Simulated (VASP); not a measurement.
Here is a VASP 6.6.1 calculation.

INCAR

```
  PREC = Accurate
  ENCUT = 600
  EDIFF = 1E-7
  ISMEAR = 0
  SIGMA = 0.03
  LREAL = F
  LASPH = T
  NELM = 80
  ALGO = Normal
  ISIF = 3
  LWAVE = F
  LCHARG = F
  GGA = PE
  IVDW = 12
  IBRION = 2
  NSW = 90
  EDIFFG = -0.005
```

The input KPOINTS:

```
regular mesh
0
Gamma
  9 9 5
```

Contents of POSCAR:

```
ZnO                                     
1.0
    3.2615842106      0.0000000000      0.0000000000
   -1.6307921053      2.8246147830      0.0000000000
    0.0000000000      0.0000000000      5.2647272390
  Zn              O             
     2     2
Direct
     0.3333333332999970    0.6666666667000030    0.4998961969673507
     0.6666666667000030    0.3333333332999970    0.9998961969673505
     0.6666666667000030    0.3333333332999970    0.3791138030326503
     0.3333333332999970    0.6666666667000030    0.8791138030326504
```

Potentials or basis: VASP PAW PBE potentials, release 64 (Zn, O).

The run is started by

```bash
$ cat potpaw_PBE.64/Zn/POTCAR potpaw_PBE.64/O/POTCAR > POTCAR
$ mpirun -np 1 vasp_std > vasp.out
```

(1) Predict the dispersion energy per atom.

(2) Predict the band gap on the k mesh.

(3) What does it give for the space group after relaxing (to 0.05 Å)?

(4) Estimate the relaxed volume.

## Answers

(1) -0.220 eV.

(2) 0.75 eV, direct.

(3) P6_3mc (No. 186).

(4) 12.13 Å³/atom.
